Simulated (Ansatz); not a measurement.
Theory: DFT PBE, scalar-relativistic, plane waves, PAW in Ansatz. Settings: cutoff 420 eV, Γ-centred meshes spaced at most about 0.3 Å⁻¹, and about 0.25 Å⁻¹ or finer for metals (2π included), Gaussian smearing. No spin polarisation in the final relaxations.

These are static total energies at zero pressure.

Compare these two cells of Sn₂Se, each relaxed at this level.

A.

```xyz
3
Lattice="0.0000 3.5874 3.5874 3.5874 0.0000 3.5874 3.5874 3.5874 0.0000" Properties=species:S:1:pos:R:3 pbc="T T T"
Sn    1.7937    1.7937    1.7937
Sn    5.3810    5.3810    5.3810
Se    3.5874    3.5874    3.5874
```

B.

```xyz
3
Lattice="5.6055 0.0000 0.0000 -2.8028 4.8545 0.0000 0.0000 0.0000 2.9581" Properties=species:S:1:pos:R:3 pbc="T T T"
Sn    0.0000    3.2363    0.0000
Sn    2.8028    1.6182    0.0000
Se    0.0000    0.0000    0.0000
```

**Question.** Which would you expect to be lower, and how large is the difference?

**Answer.** B is lower, by 161 meV/atom. A has the anti-fluorite type, space group Fm-3m (No. 225), 30.8 Å³/atom and no gap on its mesh; B has space group P6/mmm (No. 191), 26.8 Å³/atom and no gap. Counting Se atoms around Sn (those within 1.25 times the shortest such distance or 1.15 times the sum of covalent radii; the shortest distance is added where it is long for a bond), A has Sn 4 from 3.1 Å and B has Sn 3 from 3.2 Å. The denser one is the lower, and pressure would at first widen the difference. Even the lower one lies +0.03 eV/atom against the reference forms of the elements (uncorrected), so neither is stable at this level. In A, Sn is surrounded by 4 Se at 3.11 Å and 6 Sn at 3.59 Å; Se is surrounded by 8 Sn at 3.11 Å. In B, Sn has 2 Sn at 2.96 Å, 3 Se at 3.24 Å and 3 Sn at 3.24 Å; Se has 2 Se at 2.96 Å and 6 Sn at 3.24 Å. Both come from invented guesses. A third cell relaxed alike, in P4/nmm, lies 244 meV/atom below the lower of the two.

Cells relaxed within their symmetry can be saddle points.

The preference for B probably comes from tin-tin bonding rather than stronger Sn-Se bonds. Its Sn-Se contacts are longer than those in A, and in both cells they are stretched well beyond an ordinary Sn-Se bond. With selenium counted as selenide, Sn₂Se leaves tin formally monovalent, with a 5p electron beyond the 5s pair. A keeps its tin atoms 3.59 Å apart, whereas B brings them to 2.96 Å, comparable to contacts in metallic white tin, where these electrons can contribute to delocalised bonding. The absence of a gap in both cells fits this electron count. The equally short Se-Se contact in B is much too long for a normal single bond and is better seen as a consequence of the stacking than as a source of stability.

The P4/nmm cell lies low enough to be bound relative to the elements, so the unfavourable formation energy of B belongs to that structure, not to the composition. Whether Sn₂Se could resist separation into SnSe and tin, the more demanding test, remains open.
